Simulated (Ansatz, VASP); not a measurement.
# GaP in two plane-wave programs, part 2 of 2

Wanted: the spread between two codes on one cell, functional and k mesh. The cell is taken from a series of runs on this material, whose earlier steps may have relaxed, scaled, displaced or heated it; both programs get it as it stands.

VASP 6.6.1 and Ansatz 0.2.0.

So far: The structure; Ansatz: relaxation of cell and atoms, PBEsol.

## (3) VASP: relaxation of cell and atoms, PBEsol

Level of this step: PBEsol; plane waves and PAW (Ga_d, P) (VASP).

The same cell, functional, mesh and smearing now go to VASP, with its own data sets.

Lines of VASP's logs that name or quote its potential files are left out, and so is its time.

Contents of INCAR:

```
SYSTEM = GaP
PREC = Accurate
ENCUT = 500
EDIFF = 1E-07
NELM = 120
ISMEAR = -1
SIGMA = 0.02
LREAL = .FALSE.
ALGO = Normal
GGA = PS
NBANDS = 89
LORBIT = 11
LWAVE = .FALSE.
LCHARG = .FALSE.
ISIF = 3
IBRION = 2
NSW = 80
EDIFFG = -0.005
LASPH = .TRUE.
GGA_COMPAT = .FALSE.
NELMIN = 4
EFERMI = MIDGAP
KPAR = 4
```

Contents of POSCAR:

```
GaP
1.0
    0.0000000000      5.4500000000      5.4500000000
    5.4500000000      0.0000000000      5.4500000000
    5.4500000000      5.4500000000      0.0000000000
Ga P
8 8
Direct
    0.0000000000      0.0000000000      0.0000000000
    0.0000000000      0.0000000000      0.5000000000
    0.0000000000      0.5000000000      0.0000000000
    0.0000000000      0.5000000000      0.5000000000
    0.5000000000      0.0000000000      0.0000000000
    0.5000000000      0.0000000000      0.5000000000
    0.5000000000      0.5000000000      0.0000000000
    0.5000000000      0.5000000000      0.5000000000
    0.3750000000      0.3750000000      0.3750000000
    0.3750000000      0.3750000000      0.8750000000
    0.3750000000      0.8750000000      0.3750000000
    0.3750000000      0.8750000000      0.8750000000
    0.8750000000      0.3750000000      0.3750000000
    0.8750000000      0.3750000000      0.8750000000
    0.8750000000      0.8750000000      0.3750000000
    0.8750000000      0.8750000000      0.8750000000
```

Contents of KPOINTS:

```
Automatic mesh
0
Gamma
4 4 4
0 0 0
```

Potentials, in the order of the species: Ga_d and P (PBE family, release 64).

Launch:

```console
$ mpirun -np 4 vasp_std
```

Numbers of over 12 decimals in the logs are rounded to 6 here.

Log:

```text
[banner, memory and clock lines left out]
running    4 mpi-ranks, on    1 nodes
 distrk:  each k-point on    1 cores,    4 groups
 distr:  one band on    1 cores,    1 groups

 POSCAR found type information on POSCAR GaP
 POSCAR found :  2 types and      16 ions
|                                                                             |
|               ----> ADVICE to this user running VASP <----                  |
|                                                                             |
|     You enforced a specific xc type in the INCAR file but a different       |
|     [... a line on the potential file left out ...]
|     I HOPE YOU KNOW WHAT YOU ARE DOING!                                     |
|                                                                             |

 LDA part: xc-table for (Slater+PW92), standard interpolation
 POSCAR, INCAR and KPOINTS ok, starting setup
 FFT: planning ... GRIDC
 FFT: planning ... GRID_SOFT
 FFT: planning ... GRID
 WAVECAR not read
 entering main loop
       N       E                     dE             d eps       ncg     rms          rms(c)
DAV:   1     0.156487308580E+04    0.15649E+04   -0.59639E+04  1624   0.237E+03
DAV:   2     0.279020523293E+03   -0.12859E+04   -0.12265E+04  1440   0.703E+02
DAV:   3    -0.508876987278E+02   -0.32991E+03   -0.30986E+03  1782   0.222E+02
DAV:   4    -0.795584318378E+02   -0.28671E+02   -0.28110E+02  1627   0.641E+01
DAV:   5    -0.816093735572E+02   -0.20509E+01   -0.20399E+01  2136   0.176E+01    0.117E+01
DAV:   6    -0.796487719937E+02    0.19606E+01   -0.39760E+00  2104   0.165E+01    0.704E+00
DAV:   7    -0.793756493791E+02    0.27312E+00   -0.16771E+00  1780   0.409E+00    0.258E+00
DAV:   8    -0.793643082188E+02    0.11341E-01   -0.32003E-01  1710   0.436E+00    0.566E-01
DAV:   9    -0.793636606851E+02    0.64753E-03   -0.45005E-02  1766   0.191E+00    0.131E-01
DAV:  10    -0.793646196475E+02   -0.95896E-03   -0.98307E-03  1888   0.404E-01    0.798E-02
DAV:  11    -0.793649750427E+02   -0.35540E-03   -0.11561E-03  1813   0.126E-01    0.755E-02
DAV:  12    -0.793648928039E+02    0.82239E-04   -0.19367E-04  1880   0.695E-02    0.217E-02
DAV:  13    -0.793648945019E+02   -0.16980E-05   -0.31949E-05  2004   0.200E-02    0.181E-02
DAV:  14    -0.793648929617E+02    0.15402E-05   -0.12251E-05  1974   0.323E-02    0.371E-03
DAV:  15    -0.793648917070E+02    0.12547E-05   -0.34017E-06  1998   0.140E-02    0.177E-03
DAV:  16    -0.793648916900E+02    0.17018E-07   -0.43377E-07  1199   0.223E-03
   1 F= -.79364892E+02 E0= -.79364892E+02  d E =-.793649E+02
 curvature:   0.00 expect dE= 0.000E+00 dE for cont linesearch  0.000E+00
 trial: gam= 0.00000 g(F)=  0.302E-45 g(S)=  0.133E-01 ort = 0.000E+00 (trialstep = 0.100E+01)
 search vector abs. value=  0.133E-01
 bond charge predicted
       N       E                     dE             d eps       ncg     rms          rms(c)
DAV:   1    -0.795073190756E+02   -0.14243E+00   -0.19979E+00  1890   0.122E+01    0.222E+00
DAV:   2    -0.793995606178E+02    0.10776E+00   -0.28231E-01  1841   0.530E+00    0.104E+00
DAV:   3    -0.793703282863E+02    0.29232E-01   -0.48918E-02  1983   0.178E+00    0.199E-01
DAV:   4    -0.793681218628E+02    0.22064E-02   -0.10233E-02  1608   0.664E-01    0.133E-01
DAV:   5    -0.793680985056E+02    0.23357E-04   -0.80258E-04  2032   0.122E-01    0.168E-01
DAV:   6    -0.793680917682E+02    0.67375E-05   -0.14517E-04  2021   0.980E-02    0.249E-01
DAV:   7    -0.793679980867E+02    0.93681E-04   -0.11600E-03  1910   0.269E-01    0.315E-01
DAV:   8    -0.793679563320E+02    0.41755E-04   -0.11536E-04  1865   0.940E-02    0.168E-01
DAV:   9    -0.793679458420E+02    0.10490E-04   -0.32148E-05  1902   0.340E-02    0.304E-02
DAV:  10    -0.793679463596E+02   -0.51768E-06   -0.41308E-06  1717   0.846E-03    0.673E-03
DAV:  11    -0.793679466596E+02   -0.29994E-06   -0.24149E-07  1041   0.341E-03    0.133E-03
DAV:  12    -0.793679467361E+02   -0.76558E-07   -0.87962E-08   850   0.152E-03
   2 F= -.79367947E+02 E0= -.79367947E+02  d E =-.305505E-02
 trial-energy change:   -0.003055  1 .order   -0.003071   -0.013291    0.007149
 step:   0.6502(harm=  0.6502)  dis= 0.00000  next Energy=   -79.369213 (dE=-0.432E-02)
 bond charge predicted
       N       E                     dE             d eps       ncg     rms          rms(c)
DAV:   1    -0.793862368757E+02   -0.18290E-01   -0.24738E-01  1889   0.439E+00    0.771E-01
DAV:   2    -0.793731755063E+02    0.13061E-01   -0.33483E-02  1847   0.175E+00    0.364E-01
DAV:   3    -0.793695245484E+02    0.36510E-02   -0.63340E-03  1973   0.651E-01    0.659E-02
DAV:   4    -0.793692520625E+02    0.27249E-03   -0.11731E-03  1584   0.228E-01    0.447E-02
DAV:   5    -0.793692390383E+02    0.13024E-04   -0.96159E-05  2062   0.427E-02    0.529E-02
DAV:   6    -0.793692423655E+02   -0.33273E-05   -0.75982E-06  2020   0.196E-02    0.724E-02
DAV:   7    -0.793692184547E+02    0.23911E-04   -0.67769E-05  1912   0.538E-02    0.339E-02
DAV:   8    -0.793692176327E+02    0.82193E-06   -0.37546E-06  1725   0.127E-02    0.230E-02
DAV:   9    -0.793692169650E+02    0.66771E-06   -0.10202E-06  1773   0.460E-03    0.587E-03
DAV:  10    -0.793692167569E+02    0.20814E-06   -0.16288E-07   819   0.320E-03    0.173E-04
DAV:  11    -0.793692167319E+02    0.25004E-07   -0.11328E-07   839   0.143E-03
   3 F= -.79369217E+02 E0= -.79369217E+02  d E =-.432504E-02
 curvature:  -0.33 expect dE=-0.635E-07 dE for cont linesearch -0.635E-07
 trial: gam=-0.00382 g(F)=  0.311E-44 g(S)=  0.195E-06 ort = 0.510E-04 (trialstep = 0.930E+00)
 search vector abs. value=  0.103E-09
 reached required accuracy - stopping structural energy minimisation
```

Parts of OUTCAR (step 3):

```text
ion  position               nearest neighbor table
   1  0.000  0.000  0.000-  15 2.36  16 2.36  12 2.36  14 2.36
   2  0.000  0.000  0.500-  15 2.36  16 2.36  11 2.36  13 2.36
   3  0.000  0.500  0.000-  13 2.36  14 2.36  10 2.36  16 2.36
   4  0.000  0.500  0.500-  13 2.36  14 2.36   9 2.36  15 2.36
   5  0.500  0.000  0.000-  11 2.36  12 2.36  10 2.36  16 2.36
   6  0.500  0.000  0.500-  11 2.36  12 2.36   9 2.36  15 2.36
   7  0.500  0.500  0.000-   9 2.36  10 2.36  12 2.36  14 2.36
   8  0.500  0.500  0.500-   9 2.36  10 2.36  11 2.36  13 2.36
   9  0.375  0.375  0.375-   7 2.36   8 2.36   4 2.36   6 2.36
  10  0.375  0.375  0.875-   7 2.36   8 2.36   3 2.36   5 2.36
  11  0.375  0.875  0.375-   5 2.36   6 2.36   2 2.36   8 2.36
  12  0.375  0.875  0.875-   5 2.36   6 2.36   1 2.36   7 2.36
  13  0.875  0.375  0.375-   3 2.36   4 2.36   2 2.36   8 2.36
  14  0.875  0.375  0.875-   3 2.36   4 2.36   1 2.36   7 2.36
  15  0.875  0.875  0.375-   1 2.36   2 2.36   4 2.36   6 2.36
  16  0.875  0.875  0.875-   1 2.36   2 2.36   3 2.36   5 2.36

  LATTYP: Found a face centered cubic cell.
 ALAT       =    10.9000000000

 Subroutine GETGRP returns: Found 24 space group operations
 (whereof 24 operations were pure point group operations)

The static configuration has the point symmetry T_d .

 Found      8 irreducible k-points:

   k-points           NKPTS =      8   k-points in BZ     NKDIM =      8   number of bands    NBANDS=     89

   dimension x,y,z NGX =    56 NGY =   56 NGZ =   56
   dimension x,y,z NGXF=   112 NGYF=  112 NGZF=  112

   ENCUT  =  500.0 eV  36.75 Ry    6.06 a.u.  14.05 14.05 14.05*2*pi/ulx,y,z

   NELECT =     144.0000    total number of electrons

 k-points in reciprocal lattice and weights: Automatic mesh
   0.00000000  0.00000000  0.00000000       0.016
   0.25000000  0.00000000  0.00000000       0.125
   0.50000000  0.00000000  0.00000000       0.062
   0.25000000  0.25000000  0.00000000       0.094
   0.50000000  0.25000000  0.00000000       0.375
  -0.25000000  0.25000000  0.00000000       0.188
   0.50000000  0.50000000  0.00000000       0.047
  -0.25000000  0.50000000  0.25000000       0.094

 average (electrostatic) potential at core
       1 -65.1299       2 -65.1299       3 -65.1299       4 -65.1299       5 -65.1299
       6 -65.1299       7 -65.1299       8 -65.1299       9 -83.3265      10 -83.3265
      11 -83.3265      12 -83.3265      13 -83.3265      14 -83.3265      15 -83.3265
      16 -83.3265

 E-fermi :   5.3954

 k-point     1 :       0.0000    0.0000    0.0000
  band No.  band energies     occupation
    ...
     68       3.5045      2.00000
     69       3.5045      2.00000
     70       4.6448      2.00000
     71       4.6448      2.00000
     72       4.6448      2.00000
     73       6.1460      0.00000
     74       6.1460      0.00000
     75       6.1460      0.00000
     76       6.2524      0.00000
     77       6.2524      0.00000
    ...

 k-point     2 :       0.2500    0.0000    0.0000
  band No.  band energies     occupation
    ...
     68       3.1837      2.00000
     69       3.6265      2.00000
     70       3.6265      2.00000
     71       4.4085      2.00000
     72       4.4085      2.00000
     73       6.3829      0.00000
     74       6.4123      0.00000
     75       6.4123      0.00000
     76       6.4123      0.00000
     77       7.0686      0.00000
    ...

 k-point     3 :       0.5000    0.0000    0.0000
  band No.  band energies     occupation
    ...
     68       2.5688      2.00000
     69       3.9666      2.00000
     70       3.9666      2.00000
     71       3.9666      2.00000
     72       3.9666      2.00000
     73       6.7458      0.00000
     74       6.7458      0.00000
     75       6.9971      0.00000
     76       6.9971      0.00000
     77       6.9971      0.00000
    ...

  Total       -0.0046472     -0.0046472     -0.0046472     -0.0000000     -0.0000000      0.0000000
  in kB       -0.0231621     -0.0231621     -0.0231621     -0.0000000     -0.0000000      0.0000000
  external PRESSURE =      -0.0231621 kB  Pullay stress =       0.0000000 kB

  energy-cutoff  :      500.00
  volume of cell :      321.45
      direct lattice vectors                 reciprocal lattice vectors
     0.000000000  5.437047966  5.437047966    -0.091961668  0.091961668  0.091961668
     5.437047966  0.000000000  5.437047966     0.091961668 -0.091961668  0.091961668
     5.437047966  5.437047966  0.000000000     0.091961668  0.091961668 -0.091961668

 POSITION                                       TOTAL-FORCE (eV/Angst)
 -----------------------------------------------------------------------------------
      0.00000      0.00000      0.00000         0.000000      0.000000      0.000000
      2.71852      2.71852      0.00000         0.000000      0.000000      0.000000
      2.71852      0.00000      2.71852         0.000000      0.000000      0.000000
      5.43705      2.71852      2.71852         0.000000      0.000000      0.000000
      0.00000      2.71852      2.71852         0.000000      0.000000      0.000000
      2.71852      5.43705      2.71852         0.000000      0.000000      0.000000
      2.71852      2.71852      5.43705         0.000000      0.000000      0.000000
      5.43705      5.43705      5.43705         0.000000      0.000000      0.000000
      4.07779      4.07779      4.07779        -0.000000     -0.000000     -0.000000
      6.79631      6.79631      4.07779        -0.000000     -0.000000     -0.000000
      6.79631      4.07779      6.79631        -0.000000     -0.000000     -0.000000
      9.51483      6.79631      6.79631        -0.000000     -0.000000     -0.000000
      4.07779      6.79631      6.79631        -0.000000     -0.000000     -0.000000
      6.79631      9.51483      6.79631        -0.000000     -0.000000     -0.000000
      6.79631      6.79631      9.51483        -0.000000     -0.000000     -0.000000
      9.51483      9.51483      9.51483        -0.000000     -0.000000     -0.000000
 -----------------------------------------------------------------------------------
    total drift:                               -0.000005     -0.000005     -0.000005

  FREE ENERGIE OF THE ION-ELECTRON SYSTEM (eV)
  ---------------------------------------------------
  free  energy   TOTEN  =       -79.3692167319 eV

  energy  without entropy=      -79.3692167319  energy(sigma->0) =      -79.36921673

 reached required accuracy - stopping structural energy minimisation

 total charge
# of ion       s       p       d       tot
------------------------------------------
    1        0.865   0.861  10.014  11.740
    2        0.865   0.861  10.014  11.740
    3        0.865   0.861  10.014  11.740
    4        0.865   0.861  10.014  11.740
    5        0.865   0.861  10.014  11.740
    6        0.865   0.861  10.014  11.740
    7        0.865   0.861  10.014  11.740
    8        0.865   0.861  10.014  11.740
    9        1.017   1.513   0.000   2.530
   10        1.017   1.513   0.000   2.530
   11        1.017   1.513   0.000   2.530
   12        1.017   1.513   0.000   2.530
   13        1.017   1.513   0.000   2.530
   14        1.017   1.513   0.000   2.530
   15        1.017   1.513   0.000   2.530
   16        1.017   1.513   0.000   2.530
--------------------------------------------------
tot         15.056  18.992  80.108 114.156

[... 3 further parts left out ...]
```

CONTCAR:

```
GaP
   1.00000000000000
     0.0000000000000000    5.4370479664316642    5.4370479664316642
     5.4370479664316642    0.0000000000000000    5.4370479664316642
     5.4370479664316642    5.4370479664316642    0.0000000000000000
  Ga              P
     8     8
Direct
     0.0000000000000000    0.0000000000000000    0.0000000000000000
     0.0000000000000000    0.0000000000000000    0.5000000000000000
     0.0000000000000000    0.5000000000000000    0.0000000000000000
     0.0000000000000000    0.5000000000000000    0.5000000000000000
     0.5000000000000000    0.0000000000000000    0.0000000000000000
     0.5000000000000000    0.0000000000000000    0.5000000000000000
     0.5000000000000000    0.5000000000000000    0.0000000000000000
     0.5000000000000000    0.5000000000000000    0.5000000000000000
     0.3750000000000000    0.3750000000000000    0.3750000000000000
     0.3750000000000000    0.3750000000000000    0.8750000000000000
     0.3750000000000000    0.8750000000000000    0.3750000000000000
     0.3750000000000000    0.8750000000000000    0.8750000000000000
     0.8750000000000000    0.3750000000000000    0.3750000000000000
     0.8750000000000000    0.3750000000000000    0.8750000000000000
     0.8750000000000000    0.8750000000000000    0.3750000000000000
     0.8750000000000000    0.8750000000000000    0.8750000000000000
```

## (4) Comparison

Known differences besides the potentials themselves: the cutoff is 600 eV in Ansatz and 500 eV in VASP; Ansatz makes its cores anew for this functional, VASP keeps those of its PBE data sets; Ansatz adds a Pulay correction to the stress that steers its cell, VASP none. Total energies have different zeros and are not compared.

Both answers:

```tsv
quantity	Ansatz	VASP	difference
volume (Å³)	321.79	321.45	+0.10 %
edge a after relaxation, in the typed setting (Å)	7.692	7.689	+0.04 %
```

## (5) Outcome

```json
{"difference in volume (relaxation of cell and atoms, PBEsol)": "0.10 %"}
```

In words: The difference in volume is 0.10 % (relaxation of cell and atoms, PBEsol), within the 1.2 % picked in this series as the mark of a large difference, as far as the stopping tolerances let one tell. Such differences can come from data sets, numerical settings and the points named under the comparisons, not from the functional's error against experiment.

[Lines on the potential files, build, host, timing and source positions are cut from VASP's logs without a mark.]

[Logs are printed without paths, hosts, clocks, repeated set-up lines and the standing remarks that a program may print on its own settings, such as how far it seeks lower states.]

[Hosts, paths, dates, database ids (printed as entryN), source tags and the programs' standing remarks are cut or masked in the printed files.]
